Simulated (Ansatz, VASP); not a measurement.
## SnSe in VASP and in Ansatz

File POSCAR:

```
SnSe
1.0
    5.0747781426      0.0000000000      0.0000000000
   -2.5373890713      4.3948867901      0.0000000000
    0.0000000000      0.0000000000      6.1736757435
Sn Se
2 2
Direct
    0.3333333333      0.6666666667     -0.0391356268
    0.6666666667      0.3333333333      0.4608643732
    0.3333333333      0.6666666667      0.4141356268
    0.6666666667      0.3333333333      0.9141356268
```

The input INCAR.step1:

```
PREC = Accurate
ENCUT = 520
ISMEAR = 0
SIGMA = 0.01
LREAL = F
LASPH = T
NELM = 100
NBANDS = 28
GGA = PE
ALGO = Normal
EDIFF = 1E-4
LWAVE = T
LCHARG = F
```

The input INCAR.step2:

```
PREC = Accurate
ENCUT = 520
EDIFF = 1E-6
ISMEAR = 0
SIGMA = 0.01
LREAL = F
LASPH = T
NELM = 100
ALGO = Normal
ISIF = 2
LWAVE = F
LCHARG = F
METAGGA = R2SCAN
LMIXTAU = T
NBANDS = 28
ISTART = 1
```

KPOINTS

```
regular mesh
0
Gamma
  6 6 4
```

Input for Ansatz:

```yaml
crystal:
  lattice:
    - [5.0747781426, 0.0, 0.0]
    - [-2.5373890713, 4.3948867901, 0.0]
    - [0.0, 0.0, 6.1736757435]
  atoms:
    - { symbol: Sn, position: [0.3333333333, 0.6666666667, -0.0391356268] }
    - { symbol: Sn, position: [0.6666666667, 0.3333333333, 0.4608643732] }
    - { symbol: Se, position: [0.3333333333, 0.6666666667, 0.4141356268] }
    - { symbol: Se, position: [0.6666666667, 0.3333333333, 0.9141356268] }
kpoints:
  mp_grid: { grid: [6, 6, 4] }
  band_path:
    path:
      - [0.0, 0.0, 0.0]
      - [0.5, 0.0, 0.0]
      - [0.3333333333, 0.3333333333, 0.0]
      - [0.0, 0.0, 0.5]
      - [0.5, 0.0, 0.5]
      - [0.3333333333, 0.3333333333, 0.5]
      - [0.28125, 0.28125, -0.5]
    npoints: 1
hamiltonian:
  xc: r2scan
scf:
  occupations: { method: fixed }
  n_extra_bands: 5
output:
  forces: true
  stress: true
  eigenvalues: true
  write_density: true
  write_potential: true
  elf: true
  volumetric_format: npy
```

The cell was built by a generator and needn't be a form met in nature.

Alike in both runs: task single point; functional r2SCAN; k mesh 6 × 6 × 4; no spin polarisation.

|  | VASP | Ansatz |
| --- | --- | --- |
| version | VASP 6.6.1 | Ansatz 0.2.0 |
| potentials or method | VASP PAW PBE potentials, release 64 (Sn_d, Se) | plane waves, PAW |
| plane-wave cutoff (eV) | 520 | 500 |
| occupations | gaussian, width 0.01 eV | fixed |
| valence electrons in the cell | 40 | 60 |

Ansatz gave:

- gap on the k mesh at the Fermi level (eV): 1.00
- pressure (GPa): 0.0
- rms of the force components (eV/Å): 0.000

Q: What did VASP give for the same quantities?

A: gap on the k mesh at the Fermi level (eV): 1.00; pressure (GPa): 0.0; rms of the force components (eV/Å): 0.004.

Atom by atom the forces differ by 0.004 eV/Å (rms over components). The two sets of potentials don't hold the same shells in valence.

Caveats: the PAW data sets were made with another functional, which shifts forces and pressure a little (VASP); spin-orbit coupling is left out, which moves the levels of the heavy elements. A k mesh can miss the band edges.
